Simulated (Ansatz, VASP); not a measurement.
## MgO: VASP beside Ansatz

```xyz
4
Lattice="3.4273 0.0000 0.0000 -1.7136 2.9681 0.0000 0.0000 0.0000 4.1072" Properties=species:S:1:pos:R:3 pbc="T T T"
Mg    1.7136    0.9894    3.0804
Mg    0.0000    1.9787    1.0268
O     1.7136    0.9894    1.0268
O     0.0000    1.9787    3.0804
```

Measurements of this composition are mostly on another form, of space group No. 225.

Alike in both runs: task single point; functional r2SCAN; k mesh 6 × 6 × 6; no spin polarisation.

```csv
,VASP,Ansatz
version,VASP 6.6.1,Ansatz 0.2.0
potentials or method,"VASP PAW PBE potentials, release 64 (Mg, O)","plane waves, PAW"
plane-wave cutoff (eV),520,530
occupations,"gaussian, width 0.01 eV",fixed
valence electrons in the cell,16,32
```

VASP gave:

| Item | Value |
| --- | --- |
| pressure (GPa) | 7.2 |
| largest component of the traceless stress (GPa) | 0.53 |

Question: Which values does Ansatz return?

Answer: Pressure (GPa): 8.0; largest component of the traceless stress (GPa): 0.75.

The two sets of potentials don't hold the same shells in valence.

Caveats: the PAW data sets were made with another functional, which shifts forces and pressure a little (VASP). r2SCAN opens gaps a little over a GGA but as a rule still falls short of measured ones.
